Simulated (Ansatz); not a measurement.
System: Eu (parent space group No. 229, strained and rattled), 4 atoms in the cell.

These are results of Ansatz 0.2.0 development build, PBE, plane waves, PAW datasets (earlier set, tuned by hand), not measurements.

Cutoff 660 eV; k-mesh 2×2×4 Γ-centred; Fermi–Dirac smearing of 0.15 eV; no spin polarisation; no spin–orbit coupling.

```xyz
4
Lattice="-4.4967 4.4361 4.5241 4.5350 -4.4611 4.5873 2.3470 2.3292 -2.2746" Properties=species:S:1:pos:R:3 pbc="T T T"
Eu   -1.1456    3.9647    3.4973
Eu    1.1750    1.9939    1.2226
Eu    1.1963    1.8571    5.8447
Eu    3.4584   -0.3383    3.4772
```

(1) Would the cell expand or shrink if it were free to relax?

(2) Which atom feels the largest force? Give all forces.

## Answers

(1) The pressure is -3.69 GPa, so at these settings the cell is stretched and would shrink.

(2) Eu1, 0.124 eV/Å.

```csv
atom,Fx (eV/Å),Fy (eV/Å),Fz (eV/Å)
Eu1,0.008,0.086,0.089
Eu2,0.031,-0.075,-0.049
Eu3,0.057,-0.016,-0.040
Eu4,-0.096,0.004,0.000
```

The stress includes the program's correction for the finite plane-wave basis.

The k-mesh is coarse, so these values belong to this mesh and can lie far from the converged ones. The open f shell is treated without spin here, so this is a model state and not the ground state.
